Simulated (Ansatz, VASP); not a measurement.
Two plane-wave programs on C

INCAR

```
ALGO = Normal
EDIFF = 1E-6
ENCUT = 520
GGA = PS
ISIF = 2
ISMEAR = -1
LASPH = True
LCHARG = False
LREAL = False
LWAVE = False
NBANDS = 16
NELM = 80
PREC = Accurate
SIGMA = 0.02
```

KPOINTS

```
k-points
0
Gamma
  12 9 12
```

Contents of POSCAR:

```
C
1.0
   -1.7769029944      1.7769029944      0.0000000000
    0.0000000000      0.0000000000      3.5538059888
    1.7769029944      1.7769029944      0.0000000000
C
4
Direct
    0.5000000000      0.3750000000      0.2500000000
    0.0000000000      0.8750000000      0.7500000000
    0.0000000000      0.1250000000      0.2500000000
    0.5000000000      0.6250000000      0.7500000000
```

Input for Ansatz:

```yaml
crystal:
  lattice:
    - [-1.7769029944, 1.7769029944, 0.0]
    - [0.0, 0.0, 3.5538059888]
    - [1.7769029944, 1.7769029944, 0.0]
  atoms:
    - { symbol: C, position: [0.5, 0.375, 0.25] }
    - { symbol: C, position: [0.0, 0.875, 0.75] }
    - { symbol: C, position: [0.0, 0.125, 0.25] }
    - { symbol: C, position: [0.5, 0.625, 0.75] }
kpoints:
  mp_grid: { grid: [12, 9, 12] }
scf:
  occupations: { method: fermi_dirac, width: 0.02 }
hamiltonian:
  xc: pbesol
  pseudopotentials: { kind: paw }
output:
  forces: true
  stress: true
  eigenvalues: true
  write_density: true
  write_potential: true
  elf: true
  volumetric_format: npy
```

Alike in both runs: task single point; functional PBEsol; k mesh 12 × 9 × 12; occupations fermi-dirac, width 0.02 eV; no spin polarisation.

|  | VASP | Ansatz |
| --- | --- | --- |
| version | VASP 6.6.1 | Ansatz 0.2.0 |
| potentials or method | VASP PAW PBE potentials, release 64 (C) | PAW with Ansatz's default frozen-core files, scalar-relativistic |
| plane-wave cutoff (eV) | 520 | 420 |
| valence electrons in the cell | 16 | 16 |

```csv
,VASP,Ansatz,Ansatz less VASP
gap on the k mesh at the Fermi level (eV),4.04,4.05,+0.007
pressure (GPa),1.1,0.0,-1.10
```

Caveats: the PAW data sets were made with another functional, which shifts forces and pressure a little (VASP); an odd mesh through Γ misses points on the zone boundary, where band edges often lie.
